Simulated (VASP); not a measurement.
The system is SrO.

```
Sr O
1.0
     0.00000    2.56630    2.56630
     2.56630    0.00000    2.56630
     2.56630    2.56630    0.00000
Sr O
1 1
Direct
  0.50000 0.50000 0.50000
  0.00000 0.00000 0.00000
```

Base run:

```yaml
Program: VASP 6.6.1
Functional: SCAN
Potentials_or_basis: VASP PAW PBE potentials, release 64 (Sr_sv, O)
Cutoff: 520 eV
k_mesh: 9 × 9 × 9
Occupations: fermi-dirac, width 0.05 eV
Spin: no spin polarisation
```

Its results: band gap on the k mesh 3.78 eV, indirect (least direct gap 3.87 eV); pressure 1.6 GPa.

Question: After a change of settings the same cell gave: band gap on the k mesh 3.45 eV, indirect (least direct gap 3.54 eV); pressure 6.9 GPa. Which change was it?
A. functional from SCAN to TPSS
B. functional from SCAN to PBEsol
C. functional from SCAN to BLYP
D. functional from SCAN to PBE

Answer: C.

SCAN gives the wider gap, since meta-GGAs in the generalised Kohn-Sham scheme recover part of the derivative discontinuity.

Caveats: the PAW data sets were made with another functional, which shifts forces and pressure a little.
